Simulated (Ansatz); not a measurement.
# GaP (F-43m) in Ansatz: a series of runs

Aim: see how the results for GaP move with the level of theory and the settings. Levels: PBE0, HSEsol, HSE03, r2SCAN50. Tasks: band structure.

All numbers are computed with Ansatz 0.2.0; they aren't measurements. Logs are shortened: lines on timing, memory, paths and dates and some standing lists are left out, and cuts for length are marked.

## Step 1: The structure

The structure is cubic, space group F-43m (No. 216). The conventional cell has a = 5.451 Å, b = 5.451 Å, c = 5.451 Å, α = 90.00°, β = 90.00°, γ = 90.00°. Ga (site symmetry -43m) is surrounded by 4 P at 2.36 Å. P (site symmetry -43m) is surrounded by 4 Ga at 2.36 Å.

## Step 2: Band structure, PBE0

The input, input.yaml:

```yaml
crystal:
  lattice:
    - [0.0, 2.72525, 2.72525]
    - [2.72525, 0.0, 2.72525]
    - [2.72525, 2.72525, 0.0]
  atoms:
    - { symbol: Ga, position: [0.0, 0.0, 0.0] }
    - { symbol: P, position: [0.75, 0.75, 0.75] }
hamiltonian:
  xc: pbe0
  pseudopotentials: { kind: paw }
kpoints:
  mp_grid: { grid: [4, 4, 4] }
  band_path:
    path:
      - [[0.0, 0.0, 0.0], [0.5, 0.0, 0.5], [0.5, 0.25, 0.75], [0.375, 0.375, 0.75], [0.0, 0.0, 0.0], [0.5, 0.5, 0.5], [0.625, 0.25, 0.625], [0.5, 0.25, 0.75], [0.5, 0.5, 0.5], [0.375, 0.375, 0.75]]
      - [[0.625, 0.25, 0.625], [0.5, 0.0, 0.5]]
    npoints: 4
scf:
  occupations: { method: fermi_dirac, width: 0.05 }
  n_extra_bands: 6
output:
  forces: true
  stress: true
  eigenvalues: true
  fatbands: false
```

Potentials or basis: Ansatz PAW.

Run with:

```console
$ ansatz run input.yaml --threads 2 --pin off --max-ram 5632MiB --backend cpu --events-out ev --progress --plain --runs-dir out
```

Standard output:

```text
Warning: output.stress: scf.convergence.dr2_threshold = 1e-7 eV (the SCF's general default) is looser than the 2e-10 eV advised for a printed stress (1e-10 eV for each atom of the cell: 2). What an SCF threshold leaves in a stress goes as its square root, and in the free energy as the threshold itself, and one threshold admits the most on a small cell: of the crystals measured, under no hybrid functional and no lock of the moments, on runs that ended without the residual-converged pass, on stresses that held no estimate of that error, the worst erred by over 100 MPa in a component at 1e-7 eV an atom and by under 5 at 1e-10. Set scf.convergence.dr2_threshold to 2e-10 eV or tighter. The threshold is an SCF's pass mark: one that does not reach it within its budget of iterations ends unconverged, or closes short of it on a stop that the run arms, and scf.convergence.dr2_threshold's page says what that costs each kind of run
Warning: output.stress: scf.exx.energy_threshold = 1e-6 eV is looser than the 2e-8 eV advised for a stress under a hybrid functional (1e-8 eV for each atom of the cell: 2). Every SCF of the exchange loop can meet its threshold on dr2 while the loop round them stops early: no threshold on dr2 bounds what that leaves in the stress. Set scf.exx.energy_threshold to 2e-8 eV or tighter. The threshold is the loop's pass mark: a loop that does not reach it within its budget of cycles ends unconverged, and scf.exx.energy_threshold's page has the law
Warning: RAYON_NUM_THREADS=2 ignored (pool sized by the plan → 2); use --threads N
scf.n_extra_bands = 6 over 9 filled bands (N_el = 18.0): the run solves 15 bands
Engine: ansatz 0.2.0, x86_64-unknown-linux-gnu
Pseudopotentials: kind: paw
Pseudopotential: Ga, paw, valence charge 13, recommended cutoff 420 eV (normal), Ga.paw.azcp
Pseudopotential: P, paw, valence charge 5, recommended cutoff 420 eV (normal), P.paw.azcp
Functional definition: PBE0
  parameter a = 0.25
  parameter kappa = 0.804
  parameter beta = 0.06672455060314922
  exchange = (1 - a)*pbe_x(kappa = kappa, mu = beta*pi^2/3) + a*exact_x
  correlation = pbe_c(beta = beta)
Crystal: 2 atoms, lattice volume = 40.481 Å³
Basis set: ecut = 420 eV, 749 PW (Γ), exchange–correlation on 54×54×54 points (8 copies of the dense FFT grid, shifted against one another)
Bands: 15, of which v1, the nominal top of the filled ones, is band 9 counted from 1 (8 counted from 0)
Symmetry: 24 space group operations
Space group: F-43m (ITA 216), of the structure as read, at distance tolerance 3.4e-5 Å
k-points: 8 of 64 (time reversal used)
Non-local potential: Ga, projectors of the file, l = 0: 2, l = 1: 2, l = 2: 3, l = 3: 1
Non-local potential: P, projectors of the file, l = 0: 2, l = 1: 2, l = 2: 2
PAW form: soft (Blöchl's): semilocal exchange-correlation on the pseudo side does not see the compensation charge
PAW frozen core: Ga, regenerated for the run's functional, and the local potential with it (the file was generated under x = pbe(κ = 0.804, μ = 0.2195149727645171), c = pbe(β = 0.06672455060314922))
PAW frozen core: P, regenerated for the run's functional, and the local potential with it (the file was generated under x = pbe(κ = 0.804, μ = 0.2195149727645171), c = pbe(β = 0.06672455060314922))
PAW one-centre angular grid: Ga, 590 points (default); XC on 64 Gauss nodes
PAW one-centre angular grid: P, 110 points (default); XC on 64 Gauss nodes
Initial density: superposition of atomic densities (neutral atoms: chi_scale 0, normalization atom), corrected by the library's trained network
Initial wavefunctions: pseudopotential atomic-orbital guess
Functional: x = pbe(κ = 0.804, μ = 0.2195149727645171), c = pbe(β = 0.06672455060314922), warm-up for x = 0.75 pbe(κ = 0.804, μ = 0.2195149727645171) + 0.25 exact, c = pbe(β = 0.06672455060314922)
SCF iter   1: F=—  HF=-4539.406264 eV  |F-HF|=—  |Δ(HF+E_count)|=         —  Δρ=1.13e-3  dr2=3.01e-4  ethr=1.77e-3  ⟨swp⟩=11.2  Hψ=570  notcnv=0
preconditioner: auto → none  [insulator: Δε(μ)=1.635 eV  Ē_g=17.248 eV  σ=0.050 eV  W_gap=1.00  n_scr=14 (ndim 8)  ℏωp=24.8 eV  f_vac=0.011  D(μ)=0.00/eV (n_scr^D=0)]
SCF iter   2: F=-4539.406541 eV  HF=-4539.406500 eV  |F-HF|=4.14e-5  |Δ(HF+E_count)|=   2.36e-4  Δρ=4.59e-4  dr2=3.59e-5  ethr=1.67e-6  ⟨swp⟩=4.8  Hψ=348  notcnv=0  defer=2
SCF 1 stopped early in 2 iterations: F = -4539.406541 eV  dr2 = 3.59e-5
Initial density: handed on by an earlier stage of this run
Initial wavefunctions: those handed on with the density
Functional: x = 0.75 pbe(κ = 0.804, μ = 0.2195149727645171) + 0.25 exact, c = pbe(β = 0.06672455060314922)
Frozen-core exchange: fock
SCF iter   1: F=—  HF=-4540.711807 eV  |F-HF|=—  |Δ(HF+E_count)|=         —  Δρ=1.25e-2  dr2=2.52e-2  ethr=1.99e-6  ⟨swp⟩=6.1  Hψ=593  notcnv=0
preconditioner: auto → none  [insulator: Δε(μ)=2.968 eV  Ē_g=20.907 eV  σ=0.050 eV  W_gap=1.00  n_scr=14 (ndim 8)  ℏωp=24.8 eV  f_vac=0.013  D(μ)=0.00/eV (n_scr^D=0)]
SCF iter   2: F=—  HF=-4540.700181 eV  |F-HF|=—  |Δ(HF+E_count)|=   1.16e-2  Δρ=2.68e-3  dr2=2.74e-3  ethr=1.99e-6  ⟨swp⟩=4.0  Hψ=379  notcnv=0
SCF iter   3: F=—  HF=-4540.708667 eV  |F-HF|=—  |Δ(HF+E_count)|=   8.49e-3  Δρ=3.33e-3  dr2=1.68e-3  ethr=1.99e-6  ⟨swp⟩=4.0  Hψ=350  notcnv=0
SCF iter   4: F=—  HF=-4540.708476 eV  |F-HF|=—  |Δ(HF+E_count)|=   1.91e-4  Δρ=1.17e-3  dr2=2.01e-4  ethr=1.99e-6  ⟨swp⟩=3.0  Hψ=233  notcnv=0
iter 5 solved again at ethr=9.28e-8 eV; its pass at ethr=9.86e-7 eV (dr2=1.67e-5 eV) is discarded
SCF iter   5: F=—  HF=-4540.708721 eV  |F-HF|=—  |Δ(HF+E_count)|=   2.45e-4  Δρ=3.54e-4  dr2=2.35e-5  ethr=9.28e-8  ⟨swp⟩=3.4  Hψ=440  notcnv=0
eigensolver tolerance schedule calibrated: the retry pair's looser diagonalisation under-reported the residual by θ = 0.17 (0.16/decade); ethr = c·dr2/N_el runs at the constant in force after the calibration composes with the one it found (an armed cap, an earlier calibration), c = 3.8e-2
SCF iter   6: F=-4540.708711 eV  HF=-4540.708711 eV  |F-HF|=6.51e-8  |Δ(HF+E_count)|=   1.01e-5  Δρ=1.88e-5  dr2=3.58e-6  ethr=4.21e-8  ⟨swp⟩=4.0  Hψ=310  notcnv=0
SCF 2 stopped early in 6 iterations: F = -4540.708711 eV  dr2 = 3.58e-6
hybrid outer 1: dexx = +1.012e-2 eV, tail = 2.37e-5 eV
Frozen-core exchange: fock
SCF iter   1: F=—  HF=-4540.708584 eV  |F-HF|=—  |Δ(HF+E_count)|=         —  Δρ=3.84e-5  dr2=7.36e-7  ethr=6.57e-7  ⟨swp⟩=4.2  Hψ=303  notcnv=0
preconditioner: auto → none  [insulator: Δε(μ)=2.994 eV  Ē_g=20.730 eV  σ=0.050 eV  W_gap=1.00  n_scr=14 (ndim 8)  ℏωp=24.8 eV  f_vac=0.013  D(μ)=0.00/eV (n_scr^D=0)]
SCF iter   2: F=—  HF=-4540.708584 eV  |F-HF|=—  |Δ(HF+E_count)|=   5.81e-7  Δρ=2.48e-5  dr2=2.42e-7  ethr=1.27e-9  ⟨swp⟩=4.0  Hψ=325  notcnv=0
SCF iter   3: F=—  HF=-4540.708584 eV  |F-HF|=—  |Δ(HF+E_count)|=   6.39e-8  Δρ=1.05e-5  dr2=2.96e-8  ethr=4.28e-10  ⟨swp⟩=3.0  Hψ=227  notcnv=0
SCF iter   4: F=-4540.708584 eV  HF=-4540.708584 eV  |F-HF|=1.36e-10  |Δ(HF+E_count)|=   5.91e-9  Δρ=1.90e-6  dr2=3.27e-9  ethr=5.64e-11  ⟨swp⟩=3.4  Hψ=281  notcnv=0
SCF 3 converged in 4 iterations: F = -4540.708584 eV  dr2 = 3.27e-9
  Residual-converged pass: ⟨swp⟩=3.0  Hψ=232  notcnv=0  max |occ|·‖R‖ = 2.4e-6 eV (tolerance 2.4e-6 eV)  dr2=3.26e-9  dr2_onsite=8.23e-11  max |Δocc| = 5.0e-22
hybrid outer 2: dexx = +6.740e-7 eV, tail = 2.15e-8 eV, Δε = 2.85e-3 eV (about 1.02e-4 eV left of the loop's levels)
NSCF: frozen V_eff on 42 k-points
hybrid SCF converged: 2 outer / 10 inner (+2 warm-up), last move |dexx| = 6.74e-7 eV, tail = 2.15e-8 eV
Stability not checked: this state was not tested for a lower state beside it, because the functional holds exact exchange (a hybrid, or Hartree-Fock), whose exchange loop this test does not read (fock_operator; see scf.lower_state_search)
Free energy (F): -4540.708584 eV
Frozen-core exchange: fock
Harris-Foulkes:  -4540.708584 eV  (|F-HF|=1.36e-10)
Internal energy: -4540.708584 eV  (E = F + TS)
E sigma→0 (E₀):  -4540.708584 eV
Fermi energy:    7.804053 eV
--- Per-component energies (eV) ---
  E_band       = -102.758298
  E_kinetic    = 185.793192
  E_local      = -2204.642872  (includes V_loc(G=0)·N_el)
  E_nonlocal   = 460.544500
  E_hartree    = 1022.908089
  E_xc         = -100.714445
  E_vxc        = -91.957445  (∫ρ·V_xc dr)
  E_exx        = -63.750889  (= α·E_x^exact, valence–valence)
  E_paw        = -2528.191162  (= ΣΔE_a)
  E_vpaw       = -370.809468  (= ΣTr[D̂ρ^β])
  E_aug_tail   = -0.000106  (compensation charges beyond the density's cutoff)
  E_ewald      = -1312.644944
  E_core_change = -0.009945  (= ΣΔE_core)
  E_smearing   = -0.000000  (= −TS)
  E_closure    = -0.000002  (closes the sum)
  Σ components = -4540.708584   (vs F -4540.708584, Δ=0.00e0)
--- Forces (eV/Å), atoms counted from 1 ---
  atom   1  Ga    -0.00000000     0.00000000     0.00000000
  atom   2  P      0.00000000    -0.00000000    -0.00000000
  max |Σ_I F_I| component: 1.30e-16 eV/Å
--- Stress (GPa, compression-positive) ---
        0.905137       0.000000      -0.000000
        0.000000       0.905137       0.000000
       -0.000000       0.000000       0.905137
  P = ⅓ Tr σ = 0.9051 GPa (9.051 kbar)
--- Band table (eV; the first three rows and the last of 8) ---
  k-point 0: bands = ["-10.8754", "-10.8754", "-10.8754", "-10.7740", "-10.7740", "-7.5341", "6.3072", "6.3072", "6.3072", "9.8375", "11.7914", "11.7914", "11.7914", "16.8866", "17.9071"]
  k-point 1: bands = ["-10.9037", "-10.8619", "-10.8619", "-10.7733", "-10.7733", "-6.6998", "2.1029", "5.5930", "5.5930", "10.0677", "12.7093", "12.7093", "14.4578", "17.0379", "17.0379"]
  k-point 2: bands = ["-10.9308", "-10.8519", "-10.8519", "-10.7688", "-10.7688", "-5.2989", "-1.0012", "5.0773", "5.0773", "9.5359", "12.6456", "12.6456", "16.2825", "19.2051", "19.9923"]
  k-point 7: bands = ["-10.9471", "-10.8404", "-10.8195", "-10.7887", "-10.7667", "-4.2204", "-0.8470", "2.3767", "2.5821", "12.5361", "13.0276", "14.0725", "14.1799", "20.0630", "20.2890"]
```

It took 5.1 min on 2 threads of Intel Xeon at 2.50GHz (Skylake/Cascade Lake), shared host; peak memory 0.59 GiB.

Results:

```
Free energy             : -4540.7086 eV
Pressure                : 0.9 GPa
Band gap on the k mesh  : 2.99 eV, indirect (least direct gap 3.53 eV)
Band gap along the path : 2.99 eV, indirect (least direct gap 3.53 eV)
```

Levels at the corners of the path, in eV from the valence-band top:
```csv
point,band 5,band 6,band 7,band 8,band 9,band 10,band 11,band 12,band 13,band 14
Γ,-17.08,-13.84,0.00,0.00,0.00,3.53,5.48,5.48,5.48,10.58
X,-17.06,-10.62,-7.40,-2.96,-2.96,2.99,3.28,12.81,12.81,13.34
W,-17.07,-10.53,-7.15,-3.93,-3.73,6.23,6.72,7.77,7.87,13.76
K,-17.07,-10.66,-7.16,-4.34,-2.49,3.63,6.48,10.18,10.21,11.27
Γ,-17.08,-13.84,0.00,0.00,0.00,3.53,5.48,5.48,5.48,10.58
L,-17.08,-11.61,-7.31,-1.23,-1.23,3.23,6.34,6.34,9.98,12.90
U,-17.07,-10.66,-7.16,-4.34,-2.49,3.63,6.48,10.18,10.21,11.27
W,-17.07,-10.53,-7.15,-3.93,-3.73,6.23,6.72,7.77,7.87,13.76
L,-17.08,-11.61,-7.31,-1.23,-1.23,3.23,6.34,6.34,9.98,12.90
K,-17.07,-10.66,-7.16,-4.34,-2.49,3.63,6.48,10.18,10.21,11.27
U,-17.07,-10.66,-7.16,-4.34,-2.49,3.63,6.48,10.18,10.21,11.27
X,-17.06,-10.62,-7.40,-2.96,-2.96,2.99,3.28,12.81,12.81,13.34
```

Caveat: the k mesh is coarse (spacing up to 0.50 Å⁻¹), so the values aren't converged, least of all with exact exchange; the PAW data sets come from PBE, with cores solved anew for the run's functional, which leaves a small shift of forces and pressure; the thresholds are loose for stress.

## Step 3: Band structure, HSEsol

input.yaml: that of step 2 with these lines changed.

```diff
@@ -9,3 +9,6 @@
 hamiltonian:
-  xc: pbe0
+  xc:
+    exchange: hjs_pbesol
+    correlation: pbesol
+    exx: { coeff: 0.25, omega: 0.207 }
   pseudopotentials: { kind: paw }
```

Potentials or basis: Ansatz PAW.

Run with:

```console
$ ansatz run input.yaml --threads 2 --pin off --max-ram 5632MiB --backend cpu --events-out ev --progress --plain --runs-dir out
```

It took 3.8 min on 2 threads of Intel Xeon at 2.50GHz (Skylake/Cascade Lake), shared host; peak memory 0.59 GiB.

It converged, with:

```
Free energy             : -4501.0088 eV
Pressure                : -1.0 GPa
Band gap on the k mesh  : 2.20 eV, indirect (least direct gap 2.74 eV)
Band gap along the path : 2.20 eV, indirect (least direct gap 2.74 eV)
```

Levels at the corners of the path, in eV from the valence-band top:
```
point  band 6  band 7  band 8  band 9  band 10  band 11  band 12  band 13
    Γ  -13.79    0.00    0.00    0.00     2.74     4.72     4.72     4.72
    X  -10.55   -7.38   -2.95   -2.95     2.20     2.49    11.99    11.99
    W  -10.46   -7.13   -3.92   -3.72     5.44     5.94     6.95     7.06
    K  -10.60   -7.14   -4.31   -2.47     2.84     5.68     9.35     9.41
    Γ  -13.79    0.00    0.00    0.00     2.74     4.72     4.72     4.72
    L  -11.54   -7.28   -1.22   -1.22     2.45     5.56     5.56     9.11
    U  -10.60   -7.14   -4.31   -2.47     2.84     5.68     9.35     9.41
    W  -10.46   -7.13   -3.92   -3.72     5.44     5.94     6.95     7.06
    L  -11.54   -7.28   -1.22   -1.22     2.45     5.56     5.56     9.11
    K  -10.60   -7.14   -4.31   -2.47     2.84     5.68     9.35     9.41
    U  -10.60   -7.14   -4.31   -2.47     2.84     5.68     9.35     9.41
    X  -10.55   -7.38   -2.95   -2.95     2.20     2.49    11.99    11.99
```

Caveat: the k mesh is coarse (spacing up to 0.50 Å⁻¹), so the values aren't converged, least of all with exact exchange; the PAW data sets come from PBE, with cores solved anew for the run's functional, which leaves a small shift of forces and pressure; the thresholds are loose for stress.

(Part 1 of 2 ends here.)
